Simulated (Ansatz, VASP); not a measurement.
WSe in VASP and in Ansatz

```xyz
2
Lattice="0.0000 2.6709 2.6709 2.6709 0.0000 2.6709 2.6709 2.6709 0.0000" Properties=species:S:1:pos:R:3 pbc="T T T"
W     0.0000    0.0000    0.0000
Se    2.6709    2.6709    2.6709
```

Alike in both runs: functional PBE; k mesh 12 × 12 × 12; occupations gaussian, width 0.1 eV; no spin polarisation; Hubbard terms W d U = 6.2 eV.

Ansatz relaxed the structure, and its values are those at the end. VASP's run is a single point on that final structure, the one shown.

|  | VASP | Ansatz |
| --- | --- | --- |
| version | VASP 6.6.1 | Ansatz 0.2.0 |
| potentials or method | VASP PAW PBE potentials, release 64 (W_sv, Se) | scalar-relativistic, plane waves, PAW |
| plane-wave cutoff (eV) | 520 | 420 |
| valence electrons in the cell | 20 | 30 |

|  | VASP | Ansatz | Ansatz less VASP |
| --- | --- | --- | --- |
| gap on the k mesh at the Fermi level (eV) | none | none | - |
| pressure (GPa) | 0.1 | 0.0 | -0.10 |

The programs project onto different local orbitals, so the same U acts differently. A gap of «none» marks a metal or a gap that the smearing closes. The two sets of potentials don't hold the same shells in valence. Ansatz warned: «filled_band_counts_differ_across_k_points».

Caveats: U without spin polarisation on a metal has little footing. The runs have no spin-orbit coupling, so splittings on W are missing.
